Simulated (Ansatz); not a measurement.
Trial structure of MgO, not yet relaxed:

```cif
data_structure
_symmetry_space_group_name_H-M 'F-43m'
_symmetry_Int_Tables_number 216
_cell_length_a 4.8937
_cell_length_b 4.8937
_cell_length_c 4.8937
_cell_angle_alpha 90.000
_cell_angle_beta 90.000
_cell_angle_gamma 90.000
_cell_volume 117.20
loop_
_atom_site_label
_atom_site_type_symbol
_atom_site_symmetry_multiplicity
_atom_site_Wyckoff_symbol
_atom_site_fract_x
_atom_site_fract_y
_atom_site_fract_z
_atom_site_occupancy
Mg1 Mg 4 a 0.00000 0.00000 0.00000 1
O1 O 4 c 0.25000 0.25000 0.25000 1
```

Computed with DFT PBE, scalar-relativistic, plane waves, PAW (Ansatz). Settings: cutoff 420 eV, Γ-centred mesh 6×6×6 on the computed 2-atom cell, Gaussian smearing of 0.10 eV; no spin polarisation.

Formation energies are uncorrected and refer to the elements' standard structures at the same level (O₂ as a molecule).

Q: How far from equilibrium is it?

A: The pressure is -14.2 GPa (it wants to contract), the largest force is 0.00 eV/Å (symmetry fixes the atoms), and the energy is −2.46 eV/atom against the elements. The shortest distance is 2.12 Å.

Q: How much does it gain on relaxing, and where does it end?

A: Relaxing gains about 0.12 eV/atom in 9 ionic steps and ends at −2.584 eV/atom on the finer mesh. The symmetry stays F-43m (No. 216). The end has the zinc blende type. The volume per atom shrinks by 16.3 %, from 14.6 to 12.3 Å³. The shortest distance goes from 2.12 Å (Mg–O) to 2.00 Å (Mg–O). Conventional cell: a = 4.613 Å. Around Mg lie 4 O at 2.00 Å; O has 4 Mg at 2.00 Å.

The last run used an 8×8×8 mesh for its 2-atom cell and Gaussian smearing of 0.02 eV. The relaxation can't lower the symmetry of the start. A structure relaxed within its symmetry needn't be a true minimum. Another cell of MgO relaxed alike, in P6_3/mmc (a Materials Project cell), lies 66 meV/atom lower, so this cell isn't the stable form at this level.
